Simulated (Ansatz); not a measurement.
# Which way does CaS + SnSe ⇌ CaSe + SnS run?

Plane-wave DFT in Ansatz with scalar-relativistic PAW potentials, cutoff 420 eV, Γ-centred meshes chosen by cell and gap, Gaussian smearing with energies taken to zero width. Every cell was relaxed (cell and atoms) in a run of its own, within the symmetry of its start. Functional: PBEsol.

Total energies hold large constants for each element; a whole number of eV per atom of each element is taken off below, which cancels in a balanced reaction.

```csv
compound,lowest structure computed,structures tried,V (Å³/atom),gap on mesh (eV),"E (eV per formula unit, common shift removed)"
CaS,Fm-3m,3,22.34,2.16,-4.0539
SnSe,Pnma,4,25.87,0.49,-0.8639
CaSe,Fm-3m,3,25.28,1.88,-4.0400
SnS,Pnma,6,23.39,0.74,-0.6460
```

Task: Work out the reaction energy at 0 K.

Result: ΔE = E(CaSe) + E(SnS) − E(CaS) − E(SnSe) = 0.232 eV, or 22 kJ per mole of reaction (58 meV/atom). The left side is lower: Ca takes S and Sn takes Se. All four are computed as solids; where they are solids at ordinary conditions entropy changes little. A lower structure that wasn't tried would shift the value, and mixed crystals may lie lower than either side.